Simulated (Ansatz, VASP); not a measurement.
AlRu: VASP beside Ansatz

File INCAR:

```
ALGO = Fast
EDIFF = 1E-7
ENCUT = 520
GGA = PE
ISIF = 2
ISMEAR = 0
LASPH = T
LCHARG = T
LELF = T
LREAL = F
LVHAR = T
LWAVE = F
NBANDS = 16
NELM = 100
PREC = Accurate
SIGMA = 0.1
```

File KPOINTS:

```
k-points
0
Gamma
  6 6 6
```

The input POSCAR:

```
AlRu
1.0
    3.1316819900      0.0000000000      0.0000000000
    0.0000000000      3.1316819900      0.0000000000
    0.0000000000      0.0000000000      3.1316819900
Al Ru
1 1
Direct
    0.0000000000      0.0000000000      0.0000000000
    0.5000000000      0.5000000000      0.5000000000
```

Input for Ansatz:

```yaml
crystal:
  lattice:
    - [3.13168199, 0.0, 0.0]
    - [0.0, 3.13168199, 0.0]
    - [0.0, 0.0, 3.13168199]
  atoms:
    - { symbol: Al, position: [0.0, 0.0, 0.0] }
    - { symbol: Ru, position: [0.5, 0.5, 0.5] }
basis:
  ecutwfc: 420
kpoints:
  mp_grid: { grid: [6, 6, 6] }
hamiltonian:
  xc: pbe
scf:
  occupations: { method: gaussian, width: 0.1 }
  lower_state_search: "off"
output:
  forces: true
  stress: true
  eigenvalues: true
```

Change from the starting cell: species swapped into the GdIn type (Pm-3m, No. 221).

Alike in both runs: task single point; functional PBE; k mesh 6 × 6 × 6; occupations gaussian, width 0.1 eV; no spin polarisation.

```csv
,VASP,Ansatz
version,VASP 6.6.1,Ansatz 0.2.0
potentials or method,"VASP PAW PBE potentials, release 64 (Al, Ru_pv)","scalar-relativistic, plane waves, PAW"
plane-wave cutoff (eV),520,420
valence electrons in the cell,17,19
```

```csv
,VASP,Ansatz,Ansatz less VASP
gap on the k mesh at the Fermi level (eV),none,none,-
pressure (GPa),-19.4,-19.3,+0.06
```

A gap of «none» marks a metal or a gap that the smearing closes. The functional is the same, so the differences come from potentials, cutoffs and numerics. The two sets of potentials don't hold the same shells in valence.

Caveats: so large a pressure means that the cell lies far from this level's equilibrium, or that cutoff or potentials fall short (VASP).
